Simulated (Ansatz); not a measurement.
A distorted cell of CsBr (CsCl type):

```yaml
crystal:
  lattice:
    - [8.77795, 0.00000, 0.00000]
    - [0.00000, 4.38897, 0.00000]
    - [0.00000, 0.00000, 4.38897]
  atoms:
    - { symbol: Cs, position: [0.00000, 0.00000, 0.00000] }
    - { symbol: Cs, position: [0.50000, 0.00000, 0.00000] }
    - { symbol: Br, position: [0.25000, 0.50000, 0.50000] }
    - { symbol: Br, position: [0.68878, 0.37756, 0.50000] }
```

All values below come from PBE (plane waves to 420 eV, PAW, scalar-relativistic; Ansatz, a program for electronic structure). k mesh 3×6×6 (Γ-centred), Fermi-Dirac smearing 0.05 eV. E stands for the smeared free energy. Compression counts positive. CsBr was relaxed with its symmetry unable to fall.

Predict the force on every atom, in eV/Å.


| atom | Fx | Fy | Fz |
|---|---|---|---|
| Cs1 | 0.035 | -0.006 | 0.000 |
| Cs2 | -0.663 | -0.629 | 0.000 |
| Br3 | -0.433 | -0.011 | 0.000 |
| Br4 | 1.060 | 0.646 | 0.000 |

What is the stress tensor (GPa)?


```
   0.96     0.98     0.00
   0.98     1.07     0.00
   0.00     0.00     1.69
```
The pressure, a third of the trace, is 1.24 GPa.

In it atom 4 sits (-0.537, -0.537, 0.000) Å away from its relaxed site. What is its energy relative to the relaxed cell?

368 meV/cell.

(A displaced cell: forces are minus the slopes of the energy, force constants its curvatures, and phonons follow from these.)
